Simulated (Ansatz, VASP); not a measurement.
**One calculation of Rh, two programs**

```
CELL_PARAMETERS angstrom
0.00000 1.84450 1.84450
1.84450 0.00000 1.84450
1.84450 1.84450 0.00000
ATOMIC_POSITIONS crystal
Rh 0.00000 0.00000 0.00000
```

Change from the starting cell: strain -0.030 along x and y, -0.030 along z, atoms carried along.

Alike in both runs: task single point; functional PBEsol; k mesh 22 × 22 × 22; occupations gaussian, width 0.15 eV; no spin polarisation.

|  | VASP | Ansatz |
| --- | --- | --- |
| version | VASP 6.6.1 | Ansatz 0.2.0 |
| potentials or method | VASP PAW PBE potentials, release 64 (Rh_pv) | scalar-relativistic, plane waves, PAW |
| plane-wave cutoff (eV) | 520 | 420 |
| valence electrons in the cell | 15 | 17 |

VASP gave:

```
gap on the k mesh at the Fermi level (eV) : none
pressure (GPa)                            : 26.0
```

Task: Estimate Ansatz's values.

Result: gap on the k mesh at the Fermi level (eV): none; pressure (GPa): 26.1.

A gap of «none» marks a metal or a gap that the smearing closes. The two sets of potentials don't hold the same shells in valence.

Caveats: so large a pressure means that the cell lies far from this level's equilibrium, or that cutoff or potentials fall short (VASP); the potentials were made for another functional, which shifts forces and pressure (VASP).
